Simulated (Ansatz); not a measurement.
Energy landscape near a SnSe structure

These are results of DFT PBE, scalar-relativistic, plane waves, PAW in Ansatz, not measurements.

Cutoff 420 eV; k points 6×6×4 on the computed 4-atom cell (Γ-centred); Gaussian smearing, width 0.02 eV; no spin polarisation.

Reference cell:

```xyz
4
Lattice="4.2853 0.0000 0.0000 0.0000 4.2853 0.0000 0.0000 0.0000 10.9907" Properties=species:S:1:pos:R:3 pbc="T T T"
Sn    2.1427    0.0000    4.0911
Sn    0.0000    2.1427    6.8996
Se    2.1427    0.0000    6.7707
Se    0.0000    2.1427    4.2200
```

Each variant moves atoms of this cell by the vectors given, if any (Å), and then applies a symmetric strain (tensor components, Cartesian axes). The reference cell isn't relaxed at this level. Energies are per atom at zero smearing, counted from the lowest variant. Pressure is positive in compression.

1. strain (xx yy zz yz xz xy, %) -0.10 3.09 -7.50 0.00 -4.83 0.00; moves: Sn1 (0.005, 0.000, 0.018); Sn2 (-0.019, 0.000, 0.035); Se3 (0.003, 0.000, -0.033); Se4 (0.011, 0.000, -0.020)
2. strain (xx yy zz yz xz xy, %) -0.69 -1.69 -1.69 0.00 -1.00 0.00; moves: Sn1 (0.030, -0.082, 0.233); Sn2 (-0.030, -0.082, -0.233); Se3 (-0.138, 0.082, 0.194); Se4 (0.138, 0.082, -0.194)
3. no strain; moves: Se4 (0.069, 0.020, -0.054)
4. strain (xx yy zz yz xz xy, %) 1.25 1.25 -0.25 0.00 0.00 0.00; moves: Sn1 (0.000, 0.000, 0.042); Sn2 (0.000, 0.000, -0.042); Se3 (0.000, 0.000, 0.004); Se4 (0.000, 0.000, -0.004)
5. strain (xx yy zz yz xz xy, %) 2.37 2.37 5.37 0.00 0.00 0.00; moves: Sn1 (0.000, 0.000, -0.136); Sn2 (0.000, 0.000, 0.136); Se3 (0.000, 0.000, 0.163); Se4 (0.000, 0.000, -0.163)

| result | ΔE (meV/atom) | P (GPa) | largest force (eV/Å) | gap on mesh (eV) |
| --- | --- | --- | --- | --- |
| A | 4.8 | 0.47 | 0.46 | 1.48 |
| B | 134.4 | -2.81 | 0.98 | 1.12 |
| C | 106.3 | 2.60 | 2.55 | 1.16 |
| D | 67.8 | 2.70 | 1.10 | 1.01 |
| E | 0.0 | 0.41 | 0.31 | 1.52 |

Which variant gave which result?

A is 4, B is 5, C is 1, D is 2, E is 3.

Each cell of SnSe holds layers, and where no dispersion correction was added their binding is poorly described.

This form isn't the usual stable structure of the compound.